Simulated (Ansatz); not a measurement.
# HfO2: a tetragonal deformation path

The task here is to estimate one member of a computed series from the others.

Program: Ansatz 0.2.0. Level of theory: DFT PBE, scalar-relativistic, plane waves, PAW. These are calculated values, not measurements.

## The system as given

Symmetry: Fm-3m, No. 225, cubic system. The conventional cell has a = 5.115 Å, b = 5.115 Å, c = 5.115 Å, α = 90.00°, β = 90.00°, γ = 90.00°. Around Hf (site symmetry m-3m) lie 8 O at 2.21 Å. Around O (site symmetry -43m) lie 4 Hf at 2.21 Å.

Structure file:

```xyz
3
Lattice="0.0000 2.5575 2.5575 2.5575 0.0000 2.5575 2.5575 2.5575 0.0000" Properties=species:S:1:pos:R:3 pbc="T T T"
Hf    0.0000    0.0000    0.0000
O     1.2788    1.2788    1.2788
O     3.8363    3.8363    3.8363
```

The cell is taken as given, not relaxed at this level.

The first run:

The input, input.yaml:

```yaml
crystal:
  lattice:
    - [0.0, 2.5575, 2.5575]
    - [2.5575, 0.0, 2.5575]
    - [2.5575, 2.5575, 0.0]
  atoms:
    - { symbol: Hf, position: [0.0, 0.0, 0.0] }
    - { symbol: O, position: [0.25, 0.25, 0.25] }
    - { symbol: O, position: [0.75, 0.75, 0.75] }
basis:
  ecutwfc: 420
kpoints:
  mp_grid: { grid: [8, 8, 8] }
hamiltonian:
  xc: pbe
scf:
  occupations: { method: gaussian, width: 0.05 }
output:
  forces: true
  stress: true
  eigenvalues: true
  write_density: true
  write_potential: true
  elf: true
  volumetric_format: npy
```

The run is started by

```console
ansatz run input.yaml --threads 1 --pin off --max-ram 2560MiB --backend cpu --events-out ev --progress --plain --runs-dir out
```

Among the steps run: The reference: the undisturbed cell on the scan's mesh; Point ρ = 0.707; Point ρ = 1.414; Point ρ = 0.850; At ρ = 1.200; Point ρ = 0.780; ρ = 1.300; Point ρ = 0.920; Point ρ = 1.100; At ρ = 0.650; ρ = 1.500; Point ρ = 0.960; At ρ = 1.050.

One table of the session follows, with a row left open; its other results are not shown here.

Collected from the runs (energy zero: the undisturbed cell):

| ρ | ΔE (meV/atom) | pressure (GPa) | gap on the mesh (eV) |
| --- | --- | --- | --- |
| 0.650 | 1542.8 | 2.5 | 0.00 |
| 0.707 | 1194.4 | 2.7 | 0.00 |
| 0.780 | 651.4 | 1.8 | 0.00 |
| 0.850 | 273.7 | -1.0 | 1.48 |
| 0.920 | 71.5 | -2.1 | 2.72 |
| 0.960 | 17.1 | -2.4 | 3.31 |
| 1.000 | 0.0 | -2.5 | 3.72 |
| 1.050 | 24.7 | -2.4 | 3.26 |
| 1.100 | ? | ? | ? |
| 1.200 | 354.9 | -1.4 | 0.90 |
| 1.300 | 748.1 | -0.2 | 0.00 |
| 1.414 | 1277.4 | 1.0 | 0.00 |
| 1.500 | 1642.5 | 0.0 | 0.00 |

**Question.** Estimate the row for ρ = 1.100.

Worked estimate for «ΔE (meV/atom)». A straight line through the neighbours (1.050, 24.7) and (1.200, 354.9) gives 24.7 + (354.9 − 24.7) × (1.100 − 1.050) / (1.200 − 1.050) = 134.8; a parabola fitted to 4 rows on both sides gives 100.5.

The run gave: ΔE (meV/atom): 95.0; pressure (GPa): -2.2; gap on the mesh (eV): 2.53. In «ΔE (meV/atom)» the line misses by +39.8 and the parabola by +5.5.

Where the gap reads zero, the mesh chosen for the insulator is on the coarse side.
